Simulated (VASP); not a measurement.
**VASP 6.6.1, PBE single-point calculation, SiO2 (strained rutile)**

INCAR

```
SIGMA = 0.02
NBANDS = 25
PREC = Accurate
IBRION = -1
LREAL = .FALSE.
EDIFF = 1E-7
ISIF = 2
ENCUT = 520
GGA = PE
LASPH = .TRUE.
ISMEAR = -1
NELM = 120
LCHARG = .FALSE.
NSW = 0
LWAVE = .FALSE.
```

KPOINTS

```
KPOINTS created by Atomic Simulation Environment
0
Gamma
6 6 10
0 0 0
```

KPOINTS_OPT

```
special points
6
Reciprocal
0.0000000000 0.0000000000 0.0000000000 1
0.0000000000 0.5000000000 0.0000000000 1
0.5000000000 0.5000000000 0.0000000000 1
0.0000000000 0.0000000000 0.5000000000 1
0.0000000000 0.5000000000 0.5000000000 1
0.5000000000 0.5000000000 0.5000000000 1
```

POSCAR

```
Si O
 1.0000000000000000
     4.1851887985999996    0.0000000000000000    0.0000000000000000
     0.0000000000000000    4.1851887985999996    0.0000000000000000
     0.0000000000000000    0.0000000000000000    2.5887746942000001
 Si  O
   2   4
Cartesian
  0.0000000000000000 -0.0000000000000000  0.0000000000000000
  2.0925943992999998  2.0925943992999998  1.2943873471000000
  1.2803475573985776  1.2803475573985776  0.0000000000000000
  0.8122468419014220  3.3729419566985777  1.2943873471000000
  3.3729419566985777  0.8122468419014220  1.2943873471000000
  2.9048412412014217  2.9048412412014217  0.0000000000000000
```

VASP ran with the recommended PBE PAW datasets (32 valence electrons in the cell).

Command

```
mpirun -np 1 vasp_std
```

From OUTCAR

```
k-points           NKPTS =     60   k-points in BZ     NKDIM =     60   number of bands    NBANDS=     25

   NELECT =      32.0000    total number of electrons

   dimension x,y,z NGX =    32 NGY =   32 NGZ =   20
   dimension x,y,z NGXF=    64 NGYF=   64 NGZF=   40

  energy-cutoff  :      520.00
  volume of cell :       45.34
      direct lattice vectors                 reciprocal lattice vectors
     4.185188799  0.000000000  0.000000000     0.238937847  0.000000000  0.000000000
     0.000000000  4.185188799  0.000000000     0.000000000  0.238937847  0.000000000
     0.000000000  0.000000000  2.588774694     0.000000000  0.000000000  0.386283133

 k-points in reciprocal lattice and weights: KPOINTS created by Atomic Simulation Env
   0.00000000  0.00000000  0.00000000       0.003
   0.16666667  0.00000000  0.00000000       0.011
   0.33333333  0.00000000  0.00000000       0.011
   0.50000000  0.00000000  0.00000000       0.006
   0.16666667  0.16666667  0.00000000       0.011
   0.33333333  0.16666667  0.00000000       0.022
   0.50000000  0.16666667  0.00000000       0.011
   0.33333333  0.33333333  0.00000000       0.011
   ...

 E-fermi :   8.9611

 k-point     1 :       0.0000    0.0000    0.0000
  band No.  band energies     occupation
      1     -14.3202      2.00000
      2     -10.6202      2.00000
      3     -10.6202      2.00000
      4     -10.4344      2.00000
      5      -2.4825      2.00000
      6       1.8200      2.00000
      7       1.8200      2.00000
      8       2.0843      2.00000
      9       3.2855      2.00000
     10       3.4387      2.00000
     11       5.5299      2.00000
     12       5.5299      2.00000
     13       6.1828      2.00000
     14       7.6323      2.00000
     15       7.6323      2.00000
     16       8.5572      2.00000
     17      14.7470      0.00000
     18      15.8891      0.00000
     19      17.7435      0.00000
     20      17.7435      0.00000
     21      19.7326      0.00000
     22      21.0550      0.00000
     23      22.9613      0.00000
     24      22.9613      0.00000
     25      24.5783      0.00000

 k-point     2 :       0.1667    0.0000    0.0000
  band No.  band energies     occupation
      1     -14.1743      2.00000
      2     -11.3228      2.00000
      3     -10.5450      2.00000
      4     -10.0372      2.00000
      5      -2.3099      2.00000
      6       1.0893      2.00000
      7       1.9264      2.00000
      8       2.6110      2.00000
      9       3.5430      2.00000
     10       3.8648      2.00000
     11       5.3035      2.00000
     12       5.5910      2.00000
     13       6.2041      2.00000
     14       7.0326      2.00000
     15       7.5798      2.00000
     16       8.3373      2.00000
     17      15.1708      0.00000
     18      16.1318      0.00000
     19      17.7421      0.00000
     20      17.8125      0.00000
     21      20.1993      0.00000
     22      21.2737      0.00000
     23      22.1735      0.00000
     24      22.3696      0.00000
     25      24.6282      0.00000

 k-point     3 :       0.3333    0.0000    0.0000
  band No.  band energies     occupation
      1     -13.7478      2.00000
      2     -12.2272      2.00000
      3     -10.3432      2.00000
      4      -9.9320      2.00000
      5      -1.8154      2.00000
      6      -0.0315      2.00000
      7       2.6576      2.00000
      8       3.5866      2.00000
      9       3.8421      2.00000
     10       4.4145      2.00000
     11       4.8217      2.00000
     12       5.6976      2.00000
     13       5.7555      2.00000
     14       6.1430      2.00000
     15       7.4567      2.00000
     16       7.7963      2.00000
     17      16.1006      0.00000
     18      16.7557      0.00000
     19      17.9375      0.00000
     20      18.1194      0.00000
     21      19.9390      0.00000
     22      20.7060      0.00000
     23      21.9071      0.00000
     24      22.6208      0.00000
     25      23.9002      0.00000

 k-point     4 :       0.5000    0.0000    0.0000
  band No.  band energies     occupation
      1     -13.0756      2.00000
      2     -13.0756      2.00000
      3     -10.0923      2.00000
      4     -10.0923      2.00000
      5      -1.0389      2.00000
      6      -1.0389      2.00000
      7       3.8703      2.00000
      8       3.8703      2.00000
      9       4.2939      2.00000
     10       4.2939      2.00000
     11       4.5400      2.00000
     12       4.5400      2.00000
     13       5.9675      2.00000
     14       5.9675      2.00000
     15       7.4288      2.00000
     16       7.4288      2.00000
     17      16.9495      0.00000
     18      16.9495      0.00000
     19      18.2755      0.00000
     20      18.2755      0.00000
     21      19.5358      0.00000
     22      19.5358      0.00000
     23      22.9016      0.00000
     24      22.9016      0.00000
     25      23.5757      0.00000

 k-point     5 :       0.1667    0.1667    0.0000
  band No.  band energies     occupation
      1     -14.0324      2.00000
      2     -11.5192      2.00000
      3     -10.7150      2.00000
      4      -9.9284      2.00000
      5      -2.1036      2.00000
      6       1.0527      2.00000
      7       1.7353      2.00000
      8       2.9043      2.00000
      9       3.6449      2.00000
     10       4.2233      2.00000
     11       5.2608      2.00000
     12       5.5009      2.00000
     13       6.1906      2.00000
     14       6.6925      2.00000
     15       7.3374      2.00000
     16       8.1613      2.00000
     17      15.4505      0.00000
     18      16.3918      0.00000
     19      17.5331      0.00000
     20      18.2468      0.00000
     21      20.4411      0.00000
     22      21.4998      0.00000
     23      21.6622      0.00000
     24      22.1215      0.00000
     25      24.4385      0.00000

 k-point     6 :       0.3333    0.1667    0.0000
  band No.  band energies     occupation
      1     -13.6188      2.00000
      2     -12.1982      2.00000
      3     -10.6002      2.00000
      4     -10.0072      2.00000
      5      -1.5392      2.00000
      6       0.2404      2.00000
      7       2.3727      2.00000
      8       3.7591      2.00000
      9       3.9366      2.00000
     10       4.4242      2.00000
     11       4.8712      2.00000
     12       5.6245      2.00000
     13       5.6915      2.00000
     14       6.0770      2.00000
     15       7.1443      2.00000
     16       7.6836      2.00000
     17      16.0841      0.00000
     18      16.9397      0.00000
     19      17.8294      0.00000
     20      18.6168      0.00000
     21      20.0210      0.00000
     22      20.9305      0.00000
     23      22.1459      0.00000
     24      22.3804      0.00000
     25      23.8235      0.00000

 k-point     7 :       0.5000    0.1667    0.0000
  band No.  band energies     occupation
      1     -12.9761      2.00000
      2     -12.9761      2.00000
      3     -10.2927      2.00000
      4     -10.2927      2.00000
      5      -0.7220      2.00000
      6      -0.7220      2.00000
      7       3.5381      2.00000
      8       3.5381      2.00000
      9       4.3733      2.00000
     10       4.3733      2.00000
     11       4.7755      2.00000
     12       4.7755      2.00000
     13       5.8595      2.00000
     14       5.8595      2.00000
     15       7.2449      2.00000
     16       7.2449      2.00000
     17      16.8048      0.00000
     18      16.8048      0.00000
     19      18.5077      0.00000
     20      18.5077      0.00000
     21      19.9612      0.00000
     22      19.9612      0.00000
     23      23.1302      0.00000
     24      23.1888      0.00000
     25      23.1888      0.00000

 k-point     8 :       0.3333    0.3333    0.0000
  band No.  band energies     occupation
      1     -13.2523      2.00000
      2     -12.2854      2.00000
      3     -10.8959      2.00000
      4     -10.3231      2.00000
      5      -0.8353      2.00000
      6       0.6005      2.00000
      7       2.0674      2.00000
      8       3.8730      2.00000
      9       4.2025      2.00000
     10       4.4053      2.00000
     11       4.8850      2.00000
     12       5.4435      2.00000
     13       5.8342      2.00000
     14       5.8733      2.00000
     15       6.5768      2.00000
     16       7.2656      2.00000
     17      16.2422      0.00000
     18      16.9845      0.00000
     19      18.3381      0.00000
     20      19.1015      0.00000
     21      20.2323      0.00000
     22      21.4202      0.00000
     23      22.0665      0.00000
     24      22.8002      0.00000
     25      23.2902      0.00000

 ...

  Total        4.4211678      4.4211678     10.2505078     -0.0000000      0.0000000      0.0000000
  in kB      156.2151727    156.2151727    362.1859513     -0.0000000      0.0000000      0.0000000
  external PRESSURE =     224.8720989 kB  Pullay stress =       0.0000000 kB

 POSITION                                       TOTAL-FORCE (eV/Angst)
 -----------------------------------------------------------------------------------
      0.00000      0.00000      0.00000         0.000000     -0.000000     -0.000000
      2.09259      2.09259      1.29439         0.000000     -0.000000     -0.000000
      1.28035      1.28035      0.00000        -0.104396     -0.104396     -0.000000
      0.81225      3.37294      1.29439         0.104396     -0.104396     -0.000000
      3.37294      0.81225      1.29439        -0.104396      0.104396      0.000000
      2.90484      2.90484      0.00000         0.104396      0.104396      0.000000
 -----------------------------------------------------------------------------------
    total drift:                                0.000000      0.000000      0.000000

  FREE ENERGIE OF THE ION-ELECTRON SYSTEM (eV)
  ---------------------------------------------------
  free  energy   TOTEN  =       -46.0642177475 eV

  energy  without entropy=      -46.0642177475  energy(sigma->0) =      -46.06421775
```

```
gap between bands v and c : 6.19 eV
least direct gap          : 6.19 eV
pressure                  : 22.5 GPa
largest force             : 0.15 eV/Å
```

Band v is the last that the valence electrons fill when counted band by band, and c is the next.

The run took about 38 s on one core of a shared host (Intel Xeon Platinum 8488C) and held 0.21 GiB at most.
